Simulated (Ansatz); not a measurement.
**Sc: frozen-core PAW against all-electron methods**

```
Sc
1.0
     3.30880    0.00000    0.00000
    -1.65440    2.86550    0.00000
     0.00000    0.00000    5.26800
Sc
2
Direct
  0.33333 0.66667 0.25000
  0.66667 0.33333 0.75000
```

Atoms are numbered in the order listed.

The cell is COD entry 9011704, as deposited and not checked against the literature; nothing was relaxed.

Levels of theory: DFT, PBE, PAW with Ansatz's default frozen-core files, scalar-relativistic (Ansatz 0.2.0); DFT, PBE, all-electron LAPW, scalar-relativistic (Ansatz 0.2.0).

For PAW: a Γ-centred 13×13×7 k mesh, Fermi–Dirac smearing of 0.03 eV, cutoff 420 eV, no spin polarisation. LAPW targets a basis error of 0.5 meV/atom. The Ansatz runs share mesh, smearing and spin set-up. Plane-wave (PAW) pressures include the program's estimate of the Pulay term.

Stress and pressure are positive in compression.

Levels count from the Fermi level.

PAW results:

| quantity | PAW |
| --- | --- |
| pressure (GPa) | -0.68 |
| stress xx (GPa) | -0.11 |
| stress zz (GPa) | -1.82 |
| highest filled level at L (eV) | -1.459 |
| lowest empty level at L (eV) | 0.036 |
| highest filled level at M (eV) | -0.303 |
| lowest empty level at M (eV) | 1.202 |
| highest filled level at A (eV) | -3.627 |
| lowest empty level at A (eV) | 0.882 |

Task: What does all-electron LAPW give for the same quantities?

Result: 
```
                      quantity    LAPW
                pressure (GPa)   -0.68
               stress xx (GPa)   -0.11
               stress zz (GPa)   -1.81
highest filled level at L (eV)  -1.459
  lowest empty level at L (eV)   0.036
highest filled level at M (eV)  -0.302
  lowest empty level at M (eV)   1.202
highest filled level at A (eV)  -3.627
  lowest empty level at A (eV)   0.882
```
